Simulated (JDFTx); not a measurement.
Runs of JDFTx 1.7.0 (patched build) on Fe. It takes space group Im-3m (No. 229, cubic). Conventional cell: a = 2.886 Å, b = 2.886 Å, c = 2.886 Å, α = 90.00°, β = 90.00°, γ = 90.00°. Fe (site symmetry m-3m) is surrounded by 8 Fe at 2.50 Å. 

| level | U | DOS broadening | gap on the mesh (eV) | pressure (GPa) | moment (μB) |
| --- | --- | --- | --- | --- | --- |
| PBE+U | Fe d U = 8 eV | 0.002 Ha | none | 24.6 | (c) |
| PBE+U | Fe d U = 1 eV | 0.004 Ha | none | 0.3 | 2.63 |
| PBE | - | 0.003 Ha | none | -5.0 | 2.46 |
| PBE+U | Fe d U = 4 eV | 0.002 Ha | none | (b) | 2.65 |
| PBE+U | Fe d U = 3 eV | 0.004 Ha | none | (a) | 2.65 |

Alike in all rows: task density of states; potentials or basis PseudoDojo-SR-PBE-0.5-standard with smoothed tails; spin collinear, ferromagnetic start; cell as given; k mesh 13 × 13 × 13; cutoff (eV) 1225; smearing fermi-dirac 0.05 eV.

Problem. Estimate the missing entries.

Solution. (a) 3.9; (b) 6.8; (c) 2.68.

Caveats: the U is typed as a test and isn't derived for this compound (some runs).

A gap of «none» marks a metal or a gap under the smearing width.
